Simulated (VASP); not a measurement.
# AlP (F-43m) in VASP: G0W0 quasiparticle levels with PBE

Aim: the G0W0 quasiparticle levels of AlP with PBE.

Program: VASP 6.6.1. These are calculated values, not measurements. Logs are shortened: lines on timing, memory, paths and dates and some standing lists are left out, and cuts for length are marked.

**The experiment to reproduce.**

From a printed reference work, data compilation, for a bulk crystal of AlP at 4.2 K: band gap 2.505 eV (indirect).

How close the calculation comes is told below.

### Step 1. The structure

It takes space group F-43m (No. 216, cubic). Conventional cell: a = 5.451 Å, b = 5.451 Å, c = 5.451 Å, α = 90.00°, β = 90.00°, γ = 90.00°. P (site symmetry -43m) has 4 Al at 2.36 Å as nearest neighbours. Al (site symmetry -43m) is surrounded by 4 P at 2.36 Å.

### Step 2. G0W0 quasiparticle levels, PBE

File POSCAR:

```
AlP
1.0
    0.0000000000      2.7255000000      2.7255000000
    2.7255000000      0.0000000000      2.7255000000
    2.7255000000      2.7255000000      0.0000000000
P Al
1 1
Direct
    0.7500000000      0.7500000000      0.7500000000
    0.0000000000      0.0000000000      0.0000000000
```

File INCAR.step1:

```
PREC = Accurate
ENCUT = 450
EDIFF = 1E-8
ISMEAR = 0
SIGMA = 0.01
LREAL = False
LASPH = True
NELM = 60
ALGO = Normal
LWAVE = True
LCHARG = False
GGA = PE
```

File INCAR.step2:

```
PREC = Accurate
ENCUT = 450
EDIFF = 1E-8
ISMEAR = 0
SIGMA = 0.01
LREAL = False
LASPH = True
NELM = 1
ALGO = Exact
LWAVE = True
LCHARG = False
GGA = PE
NBANDS = 124
LOPTICS = True
ISTART = 1
```

File INCAR.step3:

```
PREC = Accurate
ENCUT = 450
EDIFF = 1E-8
ISMEAR = 0
SIGMA = 0.01
LREAL = False
LASPH = True
ALGO = EVGW0
LWAVE = False
LCHARG = False
GGA = PE
NELMGW = 1
NBANDS = 124
ENCUTGW = 120
NOMEGA = 50
PRECFOCK = Fast
ISTART = 1
NBANDSGW = 12
```

File KPOINTS:

```
regular mesh
0
Gamma
  6 6 6
```

Potentials or basis: VASP PAW PBE potentials, release 64 (P_GW, Al_GW).

Command:

```
cat potpaw_PBE.64/P_GW/POTCAR potpaw_PBE.64/Al_GW/POTCAR > POTCAR
cp INCAR.step1 INCAR
mpirun -np 1 vasp_std > vasp.out
cp INCAR.step2 INCAR
mpirun -np 1 vasp_std > vasp.out
cp INCAR.step3 INCAR
mpirun -np 1 vasp_std > vasp.out
```

OUTCAR:

```text
PREC = Accurate
   ENCUT = 450
   EDIFF = 1E-8
   ISMEAR = 0
   LREAL = False
   LASPH = True
   GGA = PE
   NELMGW = 1
   ENCUTGW = 120
   PRECFOCK = Fast
   ISTART = 1

 ion  position               nearest neighbor table
   1  0.750  0.750  0.750-   2 2.36   2 2.36   2 2.36   2 2.36
   2  0.000  0.000  0.000-   1 2.36   1 2.36   1 2.36   1 2.36

  LATTYP: Found a face centered cubic cell.
 ALAT       =     5.4510000000

  Lattice vectors:

 A1 = (   0.0000000000,   2.7255000000,   2.7255000000)
 A2 = (   2.7255000000,   0.0000000000,   2.7255000000)
 A3 = (   2.7255000000,   2.7255000000,   0.0000000000)

Analysis of symmetry for initial positions (statically):
=====================================================================
 Subroutine PRICEL returns:
 Original cell was already a primitive cell.

 Routine SETGRP: Setting up the symmetry group for a
 face centered cubic supercell.

 Subroutine GETGRP returns: Found 24 space group operations
 (whereof 24 operations were pure point group operations)
 out of a pool of 48 trial point group operations.

The static configuration has the point symmetry T_d .

Analysis of symmetry for dynamics (positions and initial velocities):
=====================================================================
 Subroutine PRICEL returns:
 Original cell was already a primitive cell.

 Routine SETGRP: Setting up the symmetry group for a
 face centered cubic supercell.

 Subroutine GETGRP returns: Found 24 space group operations
 (whereof 24 operations were pure point group operations)
 out of a pool of 48 trial point group operations.

The dynamic configuration has the point symmetry T_d .

 Subroutine INISYM returns: Found 24 space group operations
 (whereof 24 operations are pure point group operations),
 and found     1 'primitive' translations

----------------------------------------------------------------------------------------

                                     Primitive cell

  volume of cell :      40.4919

  direct lattice vectors                    reciprocal lattice vectors
     0.000000000  2.725500000  2.725500000    -0.183452578  0.183452578  0.183452578
     2.725500000  0.000000000  2.725500000     0.183452578 -0.183452578  0.183452578
     2.725500000  2.725500000  0.000000000     0.183452578  0.183452578 -0.183452578

  length of vectors
     3.854439064  3.854439064  3.854439064     0.317749185  0.317749185  0.317749185

  position of ions in fractional coordinates (direct lattice)
     0.750000000  0.750000000  0.750000000
     0.000000000  0.000000000  0.000000000

  ion indices of the primitive-cell ions
   primitive index   ion index
                 1           1
                 2           2

----------------------------------------------------------------------------------------

 KPOINTS: regular mesh

Automatic generation of k-mesh.
 Grid dimensions read from file:
 generate k-points for:    6    6    6

 Generating k-lattice:

  Cartesian coordinates                     Fractional coordinates (reciprocal lattice)
    -0.030575430  0.030575430  0.030575430     0.166666667  0.000000000  0.000000000
     0.030575430 -0.030575430  0.030575430     0.000000000  0.166666667  0.000000000
     0.030575430  0.030575430 -0.030575430     0.000000000  0.000000000  0.166666667

  Length of vectors
     0.052958198  0.052958198  0.052958198

  Shift w.r.t. Gamma in fractional coordinates (k-lattice)
     0.000000000  0.000000000  0.000000000

 Subroutine IBZKPT returns following result:
 ===========================================

 Found     16 irreducible k-points:

 Following reciprocal coordinates:
            Coordinates               Weight
  0.000000  0.000000  0.000000      1.000000
  0.166667  0.000000  0.000000      8.000000
  0.333333  0.000000  0.000000      8.000000
  0.500000  0.000000  0.000000      4.000000
  0.166667  0.166667  0.000000      6.000000
  0.333333  0.166667  0.000000     24.000000
[... 8 lines left out ...]
 -0.333333  0.333333  0.166667     24.000000
 -0.333333  0.500000  0.166667     12.000000
   k-points           NKPTS =     16   k-points in BZ     NKDIM =    216   number of bands    NBANDS=    124
   number of dos      NEDOS =    301   number of ions     NIONS =      2
   total plane-waves  NPLWV =  21952
   dimension x,y,z NGX =    28 NGY =   28 NGZ =   28
   dimension x,y,z NGXF=    56 NGYF=   56 NGZF=   56
   ions per type =               1   1
   NGX,Y,Z   is equivalent  to a cutoff of  12.08, 12.08, 12.08 a.u.
   NGXF,Y,Z  is equivalent  to a cutoff of  24.15, 24.15, 24.15 a.u.
 SYSTEM =  unknown system
   PREC   = accura    normal or accurate (medium, high low for compatibility)
   ISTART =      1    job   : 0-new  1-cont  2-samecut
   ICHARG =      0    charge: 1-file 2-atom 10-const
   ISPIN  =      1    spin polarized calculation?
   LNONCOLLINEAR =      F non collinear calculations
   LSORBIT =      F    spin-orbit coupling
   LASPH  =      T    aspherical Exc in radial PAW
   ENCUT  =  450.0 eV  33.07 Ry    5.75 a.u.   6.67  6.67  6.67*2*pi/ulx,y,z
   NELM   =     60;   NELMIN=  2; NELMDL=  0     # of ELM steps
   EDIFF  = 0.1E-07   stopping-criterion for ELM
   LREAL  =      F    real-space projection
   EDIFFG = 0.1E-06   stopping-criterion for IOM
   NSW    =      0    number of steps for IOM
   IBRION =     -1    ionic relax: 0-MD 1-quasi-New 2-CG
   NFREE  =      0    steps in history (QN), initial steepest desc. (CG)
   ISIF   =      0    stress and relaxation
   ISYM   =      3    0-nonsym 1-usesym 2-fastsym
   POTIM  = 0.5000    time-step for ionic-motion
   TEBEG  =    0.0;   TEEND  =   0.0 temperature during run
   PSTRESS=    0.0 pullay stress
   NELECT =       8.0000    total number of electrons
   NUPDOWN=      -1.0000    fix difference up-down
   EMIN   =  10.00;   EMAX   =-10.00  energy-range for DOS
   EFERMI =   0.00;   METHOD = LEGACY
   ISMEAR =     0;   SIGMA  =   0.01  broadening in eV -4-tet -1-fermi 0-gaus
   EFERMI_NEDOS =   21; number of points for ismear=-14 and -15
   IALGO  =     38    algorithm
   IMIX   =      4    mixing-type and parameters
     AMIX     =   0.40;   BMIX     =  1.00
     AMIX_MAG =   1.60;   BMIX_MAG =  1.00
  volume/ion in A,a.u.               =      20.25       136.63
  Fermi-wavevector in a.u.,A,eV,Ry     =   0.953488  1.801831 12.369596  0.909140
  Thomas-Fermi vector in A             =   2.082148
   LORBIT       =      0    0 simple, 1 ext, 2 COOP (PROOUT), +10 PAW based schemes
   GGA     = PE    functional components
   LHFCALC =     T    Hartree Fock is set to
   PRECFOCK=fast      Normal, Fast or Accurate (Low or Medium for compatibility)
   ENCUT4O =  -1.0   cutoff for four orbital integrals eV
   NKREDX  =     1    reduce k-point grid by
   NKREDY  =     1    reduce k-point grid by
   NKREDZ  =     1    reduce k-point grid by
   AEXX    =    1.0000 exact exchange contribution
   HFSCREEN=    0.0000 screening length (either q_TF or 0.3 A-1)
   HFSCREENC=   0.0000 screening length for correlation (either q_TF or 0.3 A-1)
   ENCUTFOCK=  -1.0 apply spherical cutoff to Coloumb kernel
   IVDW    =     0    specifies the selected vdW correction
   LEPSILON=     F    determine dielectric tensor
   LRPA    =     F    only Hartree local field effects (RPA)
   LRPAFORCE           =     F    calculate RPA forces
   ENCUTGW             = 120.0    cutoff for response function in eV
   ENCUTGWSOFT         =  96.0    soft cutoff for Coulomb kernel in GW response function in eV
   ENCUTLF             =  -1.0    cutoff for local field effects
   NELMGW              =     1    number of iterations in solving QP/BSE equation
   NELMHF              =     1    number of iterations in the inner HF iteration
   NKREDLFX            =     1    NKREDLFY  =   1   NKREDLFZ  =   1
 non-spin polarized calculation
 Gauss-broadening in eV      SIGMA  =   0.01
  energy-cutoff  :      450.00
  volume of cell :       40.49
 maximum number of plane-waves:       899
 NGX is ok and might be reduce to    28
  NGX = 16; NGY = 16; NGZ = 16
   NGX = 13   NGY = 13   NGZ = 13
 maximum number of plane-waves:       129

 QP shifts <psi_nk| G(iteration)W_0 |psi_nk>: iteration 1
 for sc-GW calculations column KS-energies equals QP-energies in previous step
 and V_xc(KS)=  KS-energies - (<T + V_ion + V_H > + <T+V_H+V_ion>^1  + <V_x>^1)

 k-point   1 :       0.0000    0.0000    0.0000
  band No.  KS-energies  QP-energies   sigma(KS)   V_xc(KS)     V^pw_x(r,r')   Z            occupation Imag(sigma)

      1      -7.6260      -8.1740     -11.9044     -11.0836     -18.4375       0.6675       2.0000       1.2582
      2       3.9111       3.2887     -12.7916     -11.9717     -13.9779       0.7591       2.0000       0.0594
      3       3.9111       3.2887     -12.7916     -11.9717     -13.9779       0.7591       2.0000       0.0594
      4       3.9111       3.2887     -12.7916     -11.9717     -13.9779       0.7591       2.0000       0.0594
      5       7.2525       7.5754      -9.7337     -10.1529      -5.6524       0.7701       0.0000      -0.0723
      6       8.4741       8.8289      -9.2078      -9.6743      -4.9302       0.7606       0.0000      -0.0845
      7       8.4741       8.8289      -9.2078      -9.6743      -4.9302       0.7606       0.0000      -0.0845
      8       8.4741       8.8289      -9.2078      -9.6743      -4.9302       0.7606       0.0000      -0.0845
      9      12.7269      13.1314      -9.4052      -9.9501      -4.1838       0.7423       0.0000      -0.2024
     10      12.7269      13.1314      -9.4052      -9.9501      -4.1838       0.7423       0.0000      -0.2024
     11      14.2381      14.2376      -7.8226      -7.8219      -2.3248       0.7526       0.0000      -0.3466
     12      16.1990      16.1976      -8.0587      -8.0568      -2.1210       0.7475       0.0000      -0.5998

 k-point   2 :       0.1667    0.0000    0.0000
  band No.  KS-energies  QP-energies   sigma(KS)   V_xc(KS)     V^pw_x(r,r')   Z            occupation Imag(sigma)
[... 225 lines left out ...]
      1      -5.2285      -5.6979     -12.8614     -12.1797     -18.5463       0.6885       2.0000       0.8463
      2      -1.1474      -1.8373     -11.4080     -10.4158     -14.6668       0.6954       2.0000       0.2210
      3       0.9862       0.2409     -11.5654     -10.5426     -13.7405       0.7286       2.0000       0.0977
      4       1.2285       0.5032     -11.4086     -10.4207     -13.4011       0.7342       2.0000       0.0878
      5       7.2254       7.3784      -8.9303      -9.1283      -4.9820       0.7727       0.0000      -0.0748
      6       8.2286       8.5313      -9.2860      -9.6809      -5.0996       0.7665       0.0000      -0.0811
      7      11.5797      11.8437      -9.2347      -9.5932      -3.9395       0.7362       0.0000      -0.2026
      8      11.9253      12.2844      -9.8259     -10.3146      -4.5710       0.7347       0.0000      -0.1965
      9      15.1996      15.4119      -9.7053     -10.0008      -3.3668       0.7186       0.0000      -0.5090
     10      15.8295      16.2937     -10.5250     -11.1634      -4.2841       0.7272       0.0000      -0.5200
     11      17.2269      17.4193      -9.6505      -9.9111      -3.2454       0.7383       0.0000      -0.6838
     12      17.9659      18.3606     -10.1418     -10.6790      -3.6354       0.7346       0.0000      -0.7294
```

Wall time 8.3 min (1 thread of Intel Xeon Platinum 8375C at 2.90GHz (Ice Lake), shared host); peak memory 0.66 GiB.

What came out:

```
Band gap on the k mesh, mean-field level : 1.57 eV, indirect (least direct gap 3.34 eV)
Quasiparticle gap                        : 2.29 eV
Least direct quasiparticle gap           : 4.29 eV
```

Caveat: bands, screening cutoff and mesh are small and nothing is extrapolated, so the quasiparticle values aren't converged.

### Step 3. How close it comes

Step 2. Measured gap of AlP: 2.505 eV (indirect; 4.2 K; a printed reference work, data compilation). This calculation gives 2.29 eV (-0.22 eV). The value is that of G0W0 on PBE, without temperature or zero-point motion.
